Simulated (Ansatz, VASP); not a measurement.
# Ga3S2 in VASP and in Ansatz

```
CELL_PARAMETERS angstrom
4.33623 0.00000 0.00000
-2.16811 3.75528 0.00000
0.00000 0.00000 6.75607
ATOMIC_POSITIONS crystal
Ga 0.66667 0.33333 0.20940
Ga 0.66667 0.33333 0.79060
Ga 0.00000 0.00000 0.50000
S 0.00000 0.00000 0.00000
S 0.33333 0.66667 0.50000
```

Change from the starting cell: species swapped into the Co3Ge2 type (P-6m2, No. 187).

Alike in both runs: functional PBE; k mesh 6 × 6 × 4; occupations gaussian, width 0.1 eV; no spin polarisation.

Ansatz relaxed the structure, and its values are those at the end. VASP's run is a single point on that final structure, the one shown.

|  | VASP | Ansatz |
| --- | --- | --- |
| version | VASP 6.6.1 | Ansatz 0.2.0 |
| potentials or method | VASP PAW PBE potentials, release 64 (Ga_d, S) | scalar-relativistic, plane waves, PAW |
| plane-wave cutoff (eV) | 520 | 420 |
| valence electrons in the cell | 51 | 51 |

|  | VASP | Ansatz | Ansatz less VASP |
| --- | --- | --- | --- |
| gap on the k mesh at the Fermi level (eV) | none | none | - |
| pressure (GPa) | -0.1 | -0.1 | -0.04 |
| rms of the force components (eV/Å) | 0.008 | 0.010 | +0.0017 |

A gap of «none» marks a metal or a gap that the smearing closes. With one functional, cell and mesh, what is left measures potentials, basis and numerics.
